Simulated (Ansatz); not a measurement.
MnO:

```
Mn O
1.0
     0.00000    2.22200    2.22200
     2.22200    0.00000    2.22200
     2.22200    2.22200    0.00000
Mn O
1 1
Direct
  0.00000 0.00000 0.00000
  0.50000 0.50000 0.50000
```

Base run:

```yaml
Program: Ansatz 0.2.0
Functional: PBE
Potentials_or_basis: Ansatz PAW
Cutoff: 420 eV
Density_cutoff: 1680 eV
k_mesh: 10 × 10 × 10
Occupations: fermi-dirac, width 0.05 eV
Spin: collinear spin, ferromagnetic start
Starting_moments: "[4.0, 0.0] μB"
```

Its results: band gap on the k mesh none (metal or under the smearing width); net moment 4.79 μB per cell; site moments Mn +4.06; O +0.24 μB.

Problem. The run is repeated on the same cell with these changes: functional from PBE to HSE03; k mesh from 10 × 10 × 10 to 5 × 5 × 5. What comes out?

Solution. Band gap on the k mesh 1.21 eV, indirect (least direct gap 3.85 eV); net moment 5.00 μB per cell; site moments Mn +4.30; O +0.23 μB.

Several settings changed at once, so the effect can't be laid on one alone.

Caveats: some runs use coarse meshes; a cell with one magnetic atom can't hold antiferromagnetic order, which such compounds often take; semilocal functionals often make such compounds metallic where correlation or magnetic order opens a gap, which also shifts bond lengths (some runs); the magnetic or orbital state may not be the lowest (some runs); the k mesh misses the band edges, so the gap on the mesh is wider than the one along the path (some runs).

Not every run made on this cell is shown here.
